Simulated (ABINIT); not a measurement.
# Ta (Im-3m) in ABINIT: notebook, part 2 of 2

ABINIT 10.8.3 (patched build).

## 3. Equation of state, LDA

Contents of run.abi:

```
ndtset 7
getwfk -1
scalecart1 3*0.9795861087
scalecart2 3*0.9864848297
scalecart3 3*0.9932883884
scalecart4 3*1.0000000000
scalecart5 3*1.0066227096
scalecart6 3*1.0131594038
scalecart7 3*1.0196128224

pp_dirpath "./"
pseudos "Ta.upf"

acell 2.8601008575 2.8601008575 2.8601008575 Angstrom
rprim
    -0.5773502692     0.5773502692     0.5773502692
     0.5773502692    -0.5773502692     0.5773502692
     0.5773502692     0.5773502692    -0.5773502692
ntypat 1
znucl 73
natom 1
typat 1
xred
     0.0000000000     0.0000000000     0.0000000000

ecut 789.130201 eV

kptopt 1
ngkpt 11 11 11
nshiftk 1
shiftk 0.0 0.0 0.0

ixc 7

nband 11
occopt 3
tsmear 0.00183747

nstep 100
tolvrs 1.0e-10

iomode 3
prtwf 1
prtden 0
prteig 0
prtebands 0
enunit 1
```

Potentials or basis: PseudoDojo NC SR LDA v0.4.1 standard.

On the command line:

```console
> abinit run.abi > log 2>&1
```

run.abo:

```text
.Version 10.8.3 of ABINIT
 DATASET    1 : space group Im -3 m (#229); Bravais cI (body-center cubic)
================================================================================
 Values of the parameters that define the memory need for DATASET  1.
     intxc =       0    ionmov =       0      iscf =       7    lmnmax =       8
     lnmax =       8     mgfft =      27  mpssoang =       4    mqgrid =    3001
     natom =       1  nloc_mem =       1    nspden =       1   nspinor =       1
    nsppol =       1      nsym =      48    n1xccc =    2501    ntypat =       1
    occopt =       3   xclevel =       1
       mpw =         875          nfft =       19683          nkpt =          56
================================================================================
================================================================================
[... 61 lines left out ...]
 DATASET    7 : space group Im -3 m (#229); Bravais cI (body-center cubic)
================================================================================
 Values of the parameters that define the memory need for DATASET  7.
     intxc =       0    ionmov =       0      iscf =       7    lmnmax =       8
     lnmax =       8     mgfft =      30  mpssoang =       4    mqgrid =    3001
     natom =       1  nloc_mem =       1    nspden =       1   nspinor =       1
    nsppol =       1      nsym =      48    n1xccc =    2501    ntypat =       1
    occopt =       3   xclevel =       1
       mpw =         970          nfft =       27000          nkpt =          56
================================================================================
================================================================================
[... 1093 lines left out ...]
            acell      5.4048073131E+00  5.4048073131E+00  5.4048073131E+00 Bohr
           etotal1    -6.5164373282E+01
           etotal2    -6.5164356428E+01
           etotal3    -6.5163965833E+01
           etotal4    -6.5163240372E+01
           etotal5    -6.5162216358E+01
           etotal6    -6.5160925791E+01
           etotal7    -6.5159397163E+01
            fcart1    -0.0000000000E+00 -0.0000000000E+00 -0.0000000000E+00
            fcart2     0.0000000000E+00  0.0000000000E+00  0.0000000000E+00
            fcart3    -0.0000000000E+00 -0.0000000000E+00 -0.0000000000E+00
            fcart4    -0.0000000000E+00 -0.0000000000E+00 -0.0000000000E+00
            fcart5    -0.0000000000E+00 -0.0000000000E+00 -0.0000000000E+00
            fcart6    -0.0000000000E+00 -0.0000000000E+00 -0.0000000000E+00
            fcart7    -0.0000000000E+00 -0.0000000000E+00 -0.0000000000E+00
            rprim1    -5.6556430356E-01  5.6556430356E-01  5.6556430356E-01
                       5.6556430356E-01 -5.6556430356E-01  5.6556430356E-01
                       5.6556430356E-01  5.6556430356E-01 -5.6556430356E-01
[... 17 lines left out ...]
                       5.8867373749E-01  5.8867373749E-01 -5.8867373749E-01
           strten1    -7.5047431162E-05 -7.5047431162E-05 -7.5047431162E-05
                       0.0000000000E+00  0.0000000000E+00  0.0000000000E+00
           strten2     8.7086324947E-05  8.7086324947E-05  8.7086324947E-05
                       0.0000000000E+00  0.0000000000E+00  0.0000000000E+00
           strten3     2.3263853628E-04  2.3263853628E-04  2.3263853628E-04
                       0.0000000000E+00  0.0000000000E+00  0.0000000000E+00
           strten4     3.6271163921E-04  3.6271163921E-04  3.6271163921E-04
                       0.0000000000E+00  0.0000000000E+00  0.0000000000E+00
           strten5     4.7866569721E-04  4.7866569721E-04  4.7866569721E-04
                       0.0000000000E+00  0.0000000000E+00  0.0000000000E+00
           strten6     5.8217830924E-04  5.8217830924E-04  5.8217830924E-04
                       0.0000000000E+00  0.0000000000E+00  0.0000000000E+00
           strten7     6.7482448764E-04  6.7482448764E-04  6.7482448764E-04
                       0.0000000000E+00  0.0000000000E+00  0.0000000000E+00
 Calculation completed.
```

Wall time 69 s (1 thread of Intel Xeon Platinum 8488C (Sapphire Rapids), shared host); peak memory 0.1 GiB.

Results:

```
Equilibrium volume                      : 17.09 Å³/atom
Bulk modulus                            : 229 GPa
Pressure derivative of the bulk modulus : 4.4
```

Energy against volume, from the lowest point:
| volume (Å³/atom) | energy (meV/atom) |
| --- | --- |
| 16.930 | 0.00 |
| 17.290 | 0.46 |
| 17.650 | 11.09 |
| 18.010 | 30.83 |
| 18.371 | 58.69 |
| 18.731 | 93.81 |
| 19.091 | 135.41 |

Caveat: pressures at fixed basis lie under the slope of the energies. The run has no spin-orbit coupling, so splittings on Ta are missing.

## 4. Equation of state, PBE+D3

Contents of run.abi:

```
ndtset 7
getwfk -1
scalecart1 3*0.9795861087
scalecart2 3*0.9864848297
scalecart3 3*0.9932883884
scalecart4 3*1.0000000000
scalecart5 3*1.0066227096
scalecart6 3*1.0131594038
scalecart7 3*1.0196128224

pp_dirpath "./"
pseudos "Ta.GGA_PBE-JTH.xml"

acell 3*1.0
rprim
    -3.1204669551     3.1204669551     3.1204669551
     3.1204669551    -3.1204669551     3.1204669551
     3.1204669551     3.1204669551    -3.1204669551
ntypat 1
znucl 73
natom 1
typat 1
xred
     0.0000000000     0.0000000000     0.0000000000

ecut 517.016339 eV
pawecutdg 38.0

kptopt 1
ngkpt 11 11 11
nshiftk 1
shiftk 0.0 0.0 0.0

ixc 11
vdw_xc 6

nband 11
occopt 3
tsmear 0.05 eV

nstep 100
tolvrs 1.0e-9

iomode 3
prtwf 1
prtden 0
prteig 0
prtebands 0
```

Potentials or basis: JTH PAW PBE v2.0.

On the command line:

```console
> abinit run.abi > log 2>&1
```

Wall time 47 s (1 thread of Intel Xeon Platinum 8488C (Sapphire Rapids), shared host); peak memory 0.14 GiB.

The run converged. Its results:

```yaml
Equilibrium_volume: 17.66 Å³/atom
Bulk_modulus: 212 GPa
Pressure_derivative_of_the_bulk_modulus: 4.2
```

Energy against volume, from the lowest point:
| volume (Å³/atom) | energy (meV/atom) |
| --- | --- |
| 16.930 | 21.78 |
| 17.290 | 5.51 |
| 17.650 | 0.00 |
| 18.010 | 4.31 |
| 18.371 | 17.53 |
| 18.731 | 38.53 |
| 19.091 | 66.74 |

Caveat: pressures at fixed basis lie under the slope of the energies.

## 5. Band structure, AM05

Contents of run.abi:

```
# Datasets: ground state, then fixed potential
ndtset 2

# Pseudopotentials
pp_dirpath "./"
pseudos "Ta.GGA_PBE-JTH.xml"

# Structure
acell 5.4048073095 5.4048073095 5.4048073095
rprim
    -0.5773502692     0.5773502692     0.5773502692
     0.5773502692    -0.5773502692     0.5773502692
     0.5773502692     0.5773502692    -0.5773502692
ntypat 1
znucl 73
natom 1
typat 1
xcart
     0.0000000000     0.0000000000     0.0000000000 Angstrom

# Plane-wave basis
ecut 19.0
pawecutdg 38.0

# Exchange and correlation
ixc -120135

# Bands and occupations
occopt 3
tsmear 0.00183747

# SCF cycle
nstep 100

# Output
iomode 3
prtwf 0
prteig 0
prtebands 0
enunit 1
prtden1 1
prtvha1 1
prtvclmb1 1
prtpot1 1

# Dataset 1
kptopt1 1
ngkpt1 11 11 11
nshiftk1 1
shiftk1 0.0 0.0 0.0
nband1 11
tolvrs1 1.0e-9

# Dataset 2: bands along G-H-N-G-P-H
iscf2 -2
getden2 1
nband2 17
nbdbuf2 4
tolwfr2 1.0e-11
kptopt2 -5
ndivsm2 6
prteig2 1
prtvol2 -3
kptbounds2
     0.0000000000     0.0000000000     0.0000000000
     0.5000000000    -0.5000000000     0.5000000000
     0.0000000000     0.0000000000     0.5000000000
     0.0000000000     0.0000000000     0.0000000000
     0.2500000000     0.2500000000     0.2500000000
     0.5000000000    -0.5000000000     0.5000000000
```

On the command line:

```console
> abinit run.abi > log 2>&1
```

Wall time 21 s (1 thread of Intel Xeon Platinum 8488C (Sapphire Rapids), shared host); peak memory 0.11 GiB.

The run converged. Its results:

```yaml
Free_energy: -1606.4700 eV
Pressure: -5.1 GPa
Band_gap_on_the_k_mesh: none (metal or under the smearing width)
Valence_electrons_inside_the_program's_atomic_spheres: Ta 10.66 (radii [1.2805] Å)
```

Levels at the corners of the path, in eV from the Fermi level:
```
point  band 3  band 4  band 5  band 6  band 7  band 8  band 9  band 10
    Γ  -33.05  -33.05   -7.93    0.76    0.76    0.76    4.01     4.01
    H  -33.87  -33.87   -3.80   -3.80    6.87    6.87    6.87     8.64
    N  -33.43  -33.06   -4.38   -1.53    1.57    3.90    4.93     7.84
    Γ  -33.05  -33.05   -7.93    0.76    0.76    0.76    4.01     4.01
    P  -33.65  -33.65   -1.22   -1.22   -1.22    5.10    5.10     7.09
    H  -33.87  -33.87   -3.80   -3.80    6.87    6.87    6.87     8.64
```

Caveat: the PAW data sets were made with another functional, which shifts forces and pressure a little; spin-orbit coupling is left out, which moves the levels of the heavy elements.

## 6. The runs side by side

```tsv
task	level	potentials or basis	spin	cutoff (eV)	fine-grid cutoff	gap on the mesh (eV)	pressure (GPa)	V0 of scaled cells (Å³/atom)	B0 (GPa)
band structure	HCTH407	JTH PAW PBE v2.0	SOC, no magnetisation	517	1034.03 eV	none	-4.5	-	-
equation of state	LDA	PseudoDojo NC SR LDA v0.4.1 standard	off	789	-	-	-	17.09	229
equation of state	PBE+D3	JTH PAW PBE v2.0	off	517	1034.03 eV	-	-	17.66	212
band structure	AM05	JTH PAW PBE v2.0	off	517	1034.03 eV	none	-5.1	-	-
```

Alike in all rows: cell as given; k mesh 11 × 11 × 11; smearing fermi-dirac 0.05 eV.

Caveats: the PAW data sets were made with another functional, which shifts forces and pressure a little (some runs); pressures at fixed basis lie under the slope of the energies (some runs); spin-orbit coupling is left out, which moves the levels of the heavy elements (some runs).

Total energies depend on the potentials used, so only differences within one code and one set of settings carry meaning.

## 7. How close it comes

Step 3. A measured bulk modulus of Ta is 194 GPa (quoted in “Refinement of the equation of state of tantalum”, 2004, arxiv:cond-mat/0403080); the calculated 229 GPa misses it by +17.8 %. The fit is for a static lattice scaled at fixed shape and fixed fractional positions.

Step 4. A measured bulk modulus of Ta is 194 GPa (quoted in “Refinement of the equation of state of tantalum”, 2004, arxiv:cond-mat/0403080); the calculated 212 GPa misses it by +9.4 %. The fit is for a static lattice scaled at fixed shape and fixed fractional positions.
